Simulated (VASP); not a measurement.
# CdS (Fm-3m) in VASP: a series of runs

Runs on CdS. Level: PBE. Tasks: G0W0 quasiparticle levels.

Program: VASP 6.6.1. These are calculated values, not measurements. Logs are shortened: lines on timing, memory, paths and dates and some standing lists are left out, and cuts for length are marked.

## (1) Starting point

The structure is cubic, space group Fm-3m (No. 225). Conventional cell: a = 5.506 Å, b = 5.506 Å, c = 5.506 Å, α = 90.00°, β = 90.00°, γ = 90.00°. Around Cd (site symmetry m-3m) lie 6 S at 2.75 Å. S (site symmetry m-3m) is surrounded by 6 Cd at 2.75 Å.

Measurements of this composition are mostly on another form, of space group No. 186.

## (2) G0W0 quasiparticle levels, PBE

Input file POSCAR:

```
CdS
1.0
    0.0000000000      2.7532440000      2.7532440000
    2.7532440000      0.0000000000      2.7532440000
    2.7532440000      2.7532440000      0.0000000000
Cd S
1 1
Direct
    0.0000000000      0.0000000000      0.0000000000
    0.5000000000      0.5000000000      0.5000000000
```

Input file INCAR.step1:

```
SYSTEM = CdS
PREC = Accurate
ENCUT = 450
EDIFF = 1E-8
ISMEAR = 0
SIGMA = 0.01
LREAL = .False.
LASPH = .True.
NELM = 80
ALGO = Normal
LWAVE = .True.
LCHARG = .False.
GGA = PE
```

Input file INCAR.step2:

```
SYSTEM = CdS
PREC = Accurate
ENCUT = 450
EDIFF = 1E-8
ISMEAR = 0
SIGMA = 0.01
LREAL = .False.
LASPH = .True.
NELM = 1
ALGO = Exact
LWAVE = .True.
LCHARG = .False.
GGA = PE
NBANDS = 21
LOPTICS = .True.
ISTART = 1
```

Input file INCAR.step3:

```
SYSTEM = CdS
PREC = Accurate
ENCUT = 450
EDIFF = 1E-8
ISMEAR = 0
SIGMA = 0.01
LREAL = .False.
LASPH = .True.
ALGO = EVGW0
LWAVE = .False.
LCHARG = .False.
GGA = PE
NELMGW = 1
NBANDS = 21
ENCUTGW = 100
NOMEGA = 48
PRECFOCK = Fast
ISTART = 1
NBANDSGW = 17
```

Input file KPOINTS:

```
Automatic mesh
0
Gamma
  3 3 3
  0 0 0
```

Potentials or basis: VASP PAW PBE potentials, release 64 (Cd_GW, S_GW).

Command:

```
$ cat potpaw_PBE.64/Cd_GW/POTCAR potpaw_PBE.64/S_GW/POTCAR > POTCAR
$ cp INCAR.step1 INCAR
$ mpirun -np 1 vasp_std > vasp.out
$ cp INCAR.step2 INCAR
$ mpirun -np 1 vasp_std > vasp.out
$ cp INCAR.step3 INCAR
$ mpirun -np 1 vasp_std > vasp.out
```

OUTCAR:

```text
SYSTEM = CdS
   PREC = Accurate
   ENCUT = 450
   EDIFF = 1E-8
   ISMEAR = 0
   LREAL = .False.
   LASPH = .True.
   GGA = PE
   NELMGW = 1
   ENCUTGW = 100
   PRECFOCK = Fast
   ISTART = 1

 Found      4 irreducible k-points:

 Following reciprocal coordinates:
            Coordinates               Weight
  0.000000  0.000000  0.000000      1.000000
  0.333333  0.000000  0.000000      8.000000
  0.333333  0.333333  0.000000      6.000000
 -0.333333  0.333333  0.000000     12.000000
   k-points           NKPTS =      4   k-points in BZ     NKDIM =     27   number of bands    NBANDS=     21
   number of dos      NEDOS =    301   number of ions     NIONS =      2
   total plane-waves  NPLWV =  21952
   dimension x,y,z NGX =    28 NGY =   28 NGZ =   28
   dimension x,y,z NGXF=    56 NGYF=   56 NGZF=   56
   ions per type =               1   1
   NGX,Y,Z   is equivalent  to a cutoff of  11.95, 11.95, 11.95 a.u.
   NGXF,Y,Z  is equivalent  to a cutoff of  23.91, 23.91, 23.91 a.u.
 SYSTEM =  CdS
   PREC   = accura    normal or accurate (medium, high low for compatibility)
   ISTART =      1    job   : 0-new  1-cont  2-samecut
   ICHARG =      0    charge: 1-file 2-atom 10-const
   ISPIN  =      1    spin polarized calculation?
   LNONCOLLINEAR =      F non collinear calculations
   LSORBIT =      F    spin-orbit coupling
   LASPH  =      T    aspherical Exc in radial PAW
   ENCUT  =  450.0 eV  33.07 Ry    5.75 a.u.   6.73  6.73  6.73*2*pi/ulx,y,z
   NELM   =     60;   NELMIN=  2; NELMDL=  0     # of ELM steps
   EDIFF  = 0.1E-07   stopping-criterion for ELM
   LREAL  =      F    real-space projection
   EDIFFG = 0.1E-06   stopping-criterion for IOM
   NSW    =      0    number of steps for IOM
   IBRION =     -1    ionic relax: 0-MD 1-quasi-New 2-CG
   NFREE  =      0    steps in history (QN), initial steepest desc. (CG)
   ISIF   =      0    stress and relaxation
   ISYM   =      3    0-nonsym 1-usesym 2-fastsym
   POTIM  = 0.5000    time-step for ionic-motion
   TEBEG  =    0.0;   TEEND  =   0.0 temperature during run
   PSTRESS=    0.0 pullay stress
   NELECT =      18.0000    total number of electrons
   NUPDOWN=      -1.0000    fix difference up-down
   EMIN   =  10.00;   EMAX   =-10.00  energy-range for DOS
   EFERMI =   0.00;   METHOD = LEGACY
   ISMEAR =     0;   SIGMA  =   0.01  broadening in eV -4-tet -1-fermi 0-gaus
   EFERMI_NEDOS =   21; number of points for ismear=-14 and -15
   IALGO  =     38    algorithm
   IMIX   =      4    mixing-type and parameters
     AMIX     =   0.40;   BMIX     =  1.00
     AMIX_MAG =   1.60;   BMIX_MAG =  1.00
  volume/ion in A,a.u.               =      20.87       140.84
  Fermi-wavevector in a.u.,A,eV,Ry     =   1.236833  2.337275 20.813583  1.529755
  Thomas-Fermi vector in A             =   2.371425
   LORBIT       =      0    0 simple, 1 ext, 2 COOP (PROOUT), +10 PAW based schemes
   GGA     = PE    functional components
   LHFCALC =     T    Hartree Fock is set to
   PRECFOCK=fast      Normal, Fast or Accurate (Low or Medium for compatibility)
   ENCUT4O =  -1.0   cutoff for four orbital integrals eV
   NKREDX  =     1    reduce k-point grid by
   NKREDY  =     1    reduce k-point grid by
   NKREDZ  =     1    reduce k-point grid by
   AEXX    =    1.0000 exact exchange contribution
   HFSCREEN=    0.0000 screening length (either q_TF or 0.3 A-1)
   HFSCREENC=   0.0000 screening length for correlation (either q_TF or 0.3 A-1)
   ENCUTFOCK=  -1.0 apply spherical cutoff to Coloumb kernel
   IVDW    =     0    specifies the selected vdW correction
   LEPSILON=     F    determine dielectric tensor
   LRPA    =     F    only Hartree local field effects (RPA)
   LRPAFORCE           =     F    calculate RPA forces
   ENCUTGW             = 100.0    cutoff for response function in eV
   ENCUTGWSOFT         =  80.0    soft cutoff for Coulomb kernel in GW response function in eV
   ENCUTLF             =  -1.0    cutoff for local field effects
   NELMGW              =     1    number of iterations in solving QP/BSE equation
   NELMHF              =     1    number of iterations in the inner HF iteration
   NKREDLFX            =     1    NKREDLFY  =   1   NKREDLFZ  =   1
 non-spin polarized calculation
 Gauss-broadening in eV      SIGMA  =   0.01
  energy-cutoff  :      450.00
  volume of cell :       41.74
 maximum number of plane-waves:       906
  NGX = 16; NGY = 16; NGZ = 16
   NGX = 13   NGY = 13   NGZ = 13
 maximum number of plane-waves:       113
 NGX is ok and might be reduce to    14

 QP shifts <psi_nk| G(iteration)W_0 |psi_nk>: iteration 1
 for sc-GW calculations column KS-energies equals QP-energies in previous step
 and V_xc(KS)=  KS-energies - (<T + V_ion + V_H > + <T+V_H+V_ion>^1  + <V_x>^1)

 k-point   1 :       0.0000    0.0000    0.0000
  band No.  KS-energies  QP-energies   sigma(KS)   V_xc(KS)     V^pw_x(r,r')   Z            occupation Imag(sigma)

      1      -8.2276      -8.0196     -12.3520     -12.6776     -20.6296       0.6390       2.0000       1.5617
      2      -3.3313      -4.5316     -17.0739     -15.3687     -23.1447       0.7039       2.0000       0.2949
      3      -3.3313      -4.5316     -17.0739     -15.3687     -23.1447       0.7039       2.0000       0.2949
      4      -3.3313      -4.5316     -17.0739     -15.3687     -23.1447       0.7039       2.0000       0.2949
      5      -3.3249      -4.5237     -17.2029     -15.5045     -23.4091       0.7058       2.0000       0.3652
      6      -3.3249      -4.5237     -17.2029     -15.5045     -23.4091       0.7058       2.0000       0.3652
[... 9 lines left out ...]
     16      15.6056      17.1082      -8.1544     -10.1578      -3.6388       0.7500       0.0000      -0.5867
     17      15.6056      17.1082      -8.1544     -10.1578      -3.6388       0.7500       0.0000      -0.5867

 k-point   2 :       0.3333    0.0000    0.0000
  band No.  KS-energies  QP-energies   sigma(KS)   V_xc(KS)     V^pw_x(r,r')   Z            occupation Imag(sigma)

      1      -7.4583      -7.2277     -12.8082     -13.1620     -20.8816       0.6518       2.0000       1.3820
      2      -3.5365      -4.6807     -16.8877     -15.2500     -23.1242       0.6986       2.0000       0.3809
      3      -3.5365      -4.6807     -16.8877     -15.2500     -23.1242       0.6986       2.0000       0.3809
      4      -3.4494      -4.5937     -16.6626     -15.0319     -22.7137       0.7017       2.0000       0.3312
      5      -3.1877      -4.4049     -17.2732     -15.5481     -23.3571       0.7056       2.0000       0.2958
      6      -3.1877      -4.4049     -17.2732     -15.5481     -23.3571       0.7056       2.0000       0.2958
[... 9 lines left out ...]
     16      15.8326      17.4061      -8.6526     -10.6923      -4.6916       0.7715       0.0000      -0.4000
     17      21.5622      23.6947      -8.3343     -11.0368      -3.7775       0.7891       0.0000      -1.0196

 k-point   3 :       0.3333    0.3333    0.0000
  band No.  KS-energies  QP-energies   sigma(KS)   V_xc(KS)     V^pw_x(r,r')   Z            occupation Imag(sigma)

      1      -7.4873      -7.3155     -13.0906     -13.3587     -21.1871       0.6408       2.0000       1.3221
      2      -3.4402      -4.6218     -16.8879     -15.2039     -22.9533       0.7016       2.0000       0.3006
      3      -3.2482      -4.4585     -17.2927     -15.5834     -23.5002       0.7080       2.0000       0.3570
      4      -3.1787      -4.2110     -16.4927     -15.0296     -22.6047       0.7056       2.0000       0.4252
      5      -3.1577      -4.3718     -17.2685     -15.5467     -23.3394       0.7051       2.0000       0.2894
      6      -3.1577      -4.3718     -17.2685     -15.5467     -23.3394       0.7051       2.0000       0.2894
[... 9 lines left out ...]
     16      19.5780      21.7014      -8.8375     -11.5432      -4.2763       0.7848       0.0000      -0.8674
     17      19.5780      21.7014      -8.8375     -11.5432      -4.2763       0.7848       0.0000      -0.8674

 k-point   4 :      -0.3333    0.3333    0.0000
  band No.  KS-energies  QP-energies   sigma(KS)   V_xc(KS)     V^pw_x(r,r')   Z            occupation Imag(sigma)

      1      -7.1911      -7.0164     -13.3647     -13.6351     -21.4151       0.6464       2.0000       1.2521
      2      -3.4626      -4.6175     -16.9772     -15.3329     -23.2267       0.7024       2.0000       0.3859
      3      -3.4289      -4.5729     -16.6928     -15.0640     -22.7523       0.7023       2.0000       0.3312
      4      -3.2651      -4.4518     -17.0131     -15.3251     -23.0689       0.7030       2.0000       0.3052
      5      -3.1335      -4.3556     -17.3219     -15.5914     -23.3913       0.7062       2.0000       0.2856
      6      -2.8377      -3.9184     -17.1385     -15.6200     -23.2646       0.7117       2.0000       0.3710
[... 9 lines left out ...]
     16      19.7754      21.8221      -8.5647     -11.1813      -3.9643       0.7822       0.0000      -0.9531
     17      20.9739      23.1739      -8.4935     -11.2693      -4.0494       0.7926       0.0000      -0.9650
```

It used 15 s of CPU time on 1 thread of Intel(R) Xeon(R) 6975P-C (Granite Rapids), on a shared host, which was overloaded at the time.

The run converged, but some of its settings lie outside the range that counts as converged, so its numbers aren't taken as properties of the crystal.

Results:

```
Band gap on the k mesh, mean-field level : 0.97 eV, indirect (least direct gap 1.47 eV)
Quasiparticle gap                        : 1.83 eV
Least direct quasiparticle gap           : 2.31 eV
```

Caveat: the k mesh is coarse (spacing up to 0.66 Å⁻¹), so the values aren't converged; bands, screening cutoff and mesh are small and nothing is extrapolated, so the quasiparticle values aren't converged; an odd mesh through Γ misses points on the zone boundary, where band edges often lie.

## (3) G0W0 quasiparticle levels, PBE

POSCAR is that of step 2.

INCAR.step1 is that of step 2.

INCAR.step2: that of step 2 with these lines changed.

```diff
@@ -13,3 +13,3 @@
 GGA = PE
-NBANDS = 21
+NBANDS = 59
 LOPTICS = .True.
```

INCAR.step3: that of step 2 with these lines changed.

```diff
@@ -13,4 +13,4 @@
 NELMGW = 1
-NBANDS = 21
-ENCUTGW = 100
+NBANDS = 59
+ENCUTGW = 50
 NOMEGA = 48
```

KPOINTS is that of step 2.

Potentials or basis: VASP PAW PBE potentials, release 64 (Cd_GW, S_GW).

Command:

```
$ cat potpaw_PBE.64/Cd_GW/POTCAR potpaw_PBE.64/S_GW/POTCAR > POTCAR
$ cp INCAR.step1 INCAR
$ mpirun -np 1 vasp_std > vasp.out
$ cp INCAR.step2 INCAR
$ mpirun -np 1 vasp_std > vasp.out
$ cp INCAR.step3 INCAR
$ mpirun -np 1 vasp_std > vasp.out
```

OUTCAR:

```text
SYSTEM = CdS
   PREC = Accurate
   ENCUT = 450
   EDIFF = 1E-8
   ISMEAR = 0
   LREAL = .False.
   LASPH = .True.
   GGA = PE
   NELMGW = 1
   ENCUTGW = 50
   PRECFOCK = Fast
   ISTART = 1

 Found      4 irreducible k-points:

 Following reciprocal coordinates:
            Coordinates               Weight
  0.000000  0.000000  0.000000      1.000000
  0.333333  0.000000  0.000000      8.000000
  0.333333  0.333333  0.000000      6.000000
 -0.333333  0.333333  0.000000     12.000000
   k-points           NKPTS =      4   k-points in BZ     NKDIM =     27   number of bands    NBANDS=     59
   number of dos      NEDOS =    301   number of ions     NIONS =      2
   total plane-waves  NPLWV =  21952
   dimension x,y,z NGX =    28 NGY =   28 NGZ =   28
   dimension x,y,z NGXF=    56 NGYF=   56 NGZF=   56
   ions per type =               1   1
   NGX,Y,Z   is equivalent  to a cutoff of  11.95, 11.95, 11.95 a.u.
   NGXF,Y,Z  is equivalent  to a cutoff of  23.91, 23.91, 23.91 a.u.
 SYSTEM =  CdS
   PREC   = accura    normal or accurate (medium, high low for compatibility)
[... 31 lines left out ...]
  Thomas-Fermi vector in A             =   2.371425
   LORBIT       =      0    0 simple, 1 ext, 2 COOP (PROOUT), +10 PAW based schemes
   GGA     = PE    functional components
   LHFCALC =     T    Hartree Fock is set to
   PRECFOCK=fast      Normal, Fast or Accurate (Low or Medium for compatibility)
   ENCUT4O =  -1.0   cutoff for four orbital integrals eV
   NKREDX  =     1    reduce k-point grid by
   NKREDY  =     1    reduce k-point grid by
   NKREDZ  =     1    reduce k-point grid by
   AEXX    =    1.0000 exact exchange contribution
   HFSCREEN=    0.0000 screening length (either q_TF or 0.3 A-1)
   HFSCREENC=   0.0000 screening length for correlation (either q_TF or 0.3 A-1)
   ENCUTFOCK=  -1.0 apply spherical cutoff to Coloumb kernel
   IVDW    =     0    specifies the selected vdW correction
   LEPSILON=     F    determine dielectric tensor
   LRPA    =     F    only Hartree local field effects (RPA)
   LRPAFORCE           =     F    calculate RPA forces
   ENCUTGW             =  50.0    cutoff for response function in eV
   ENCUTGWSOFT         =  40.0    soft cutoff for Coulomb kernel in GW response function in eV
   ENCUTLF             =  -1.0    cutoff for local field effects
   NELMGW              =     1    number of iterations in solving QP/BSE equation
   NELMHF              =     1    number of iterations in the inner HF iteration
   NKREDLFX            =     1    NKREDLFY  =   1   NKREDLFZ  =   1
 non-spin polarized calculation
 Gauss-broadening in eV      SIGMA  =   0.01
  energy-cutoff  :      450.00
  volume of cell :       41.74
 maximum number of plane-waves:       906
  NGX = 16; NGY = 16; NGZ = 16
   NGX = 13   NGY = 13   NGZ = 13
 maximum number of plane-waves:        34
 NGX is ok and might be reduce to    10

 QP shifts <psi_nk| G(iteration)W_0 |psi_nk>: iteration 1
 for sc-GW calculations column KS-energies equals QP-energies in previous step
 and V_xc(KS)=  KS-energies - (<T + V_ion + V_H > + <T+V_H+V_ion>^1  + <V_x>^1)

 k-point   1 :       0.0000    0.0000    0.0000
  band No.  KS-energies  QP-energies   sigma(KS)   V_xc(KS)     V^pw_x(r,r')   Z            occupation Imag(sigma)

      1      -8.2276      -8.3535     -12.8652     -12.6776     -20.6296       0.6710       2.0000       1.5100
      2      -3.3313      -4.8625     -17.5120     -15.3687     -23.1447       0.7144       2.0000       0.5100
      3      -3.3313      -4.8625     -17.5120     -15.3687     -23.1447       0.7144       2.0000       0.5100
      4      -3.3313      -4.8625     -17.5120     -15.3687     -23.1447       0.7144       2.0000       0.5100
      5      -3.3249      -4.8630     -17.6458     -15.5045     -23.4091       0.7183       2.0000       0.5574
      6      -3.3249      -4.8630     -17.6458     -15.5045     -23.4091       0.7183       2.0000       0.5574
[... 59 lines left out ...]
      3      -3.4289      -4.9147     -17.1419     -15.0640     -22.7523       0.7150       2.0000       0.5350
      4      -3.2651      -4.7868     -17.4501     -15.3251     -23.0689       0.7161       2.0000       0.5105
      5      -3.1335      -4.6854     -17.7488     -15.5914     -23.3913       0.7193       2.0000       0.4965
      6      -2.8377      -4.2398     -17.5604     -15.6200     -23.2646       0.7226       2.0000       0.5503
[... 9 lines left out ...]
     16      19.7754      20.7040      -9.9797     -11.1813      -3.9643       0.7728       0.0000      -0.8998
     17      20.9739      21.9531     -10.0200     -11.2693      -4.0494       0.7838       0.0000      -0.9415
```

OUTCAR.step1:

```text
SYSTEM = CdS
   PREC = Accurate
   ENCUT = 450
   EDIFF = 1E-8
   ISMEAR = 0
   LREAL = .False.
   LASPH = .True.
[... 170 lines left out ...]
      0.00000      0.00000      0.00000         0.000000      0.000000      0.000000
      2.75324      2.75324      2.75324         0.000000      0.000000      0.000000
 -----------------------------------------------------------------------------------
    total drift:                                0.000000      0.000000      0.000000

  FREE ENERGIE OF THE ION-ELECTRON SYSTEM (eV)
  ---------------------------------------------------
  free  energy   TOTEN  =        -5.6339770733 eV

  energy  without entropy=       -5.6339770733  energy(sigma->0) =       -5.63397707
```

Run time: 30 s. Hardware: 1 thread of Intel Xeon 6975P-C (Granite Rapids), shared host; peak memory 0.23 GiB.

The run converged, but some of its settings lie outside the range that counts as converged, so its numbers aren't taken as properties of the crystal.

What came out:

```
Band gap on the k mesh, mean-field level : 0.97 eV, indirect (least direct gap 1.47 eV)
Quasiparticle gap                        : 1.56 eV
Least direct quasiparticle gap           : 2.05 eV
```

Caveat: the k mesh is coarse (spacing up to 0.66 Å⁻¹), so the values aren't converged; bands, screening cutoff and mesh are small and nothing is extrapolated, so the quasiparticle values aren't converged; an odd mesh through Γ misses points on the zone boundary, where band edges often lie.

[end of part 1 of 3]
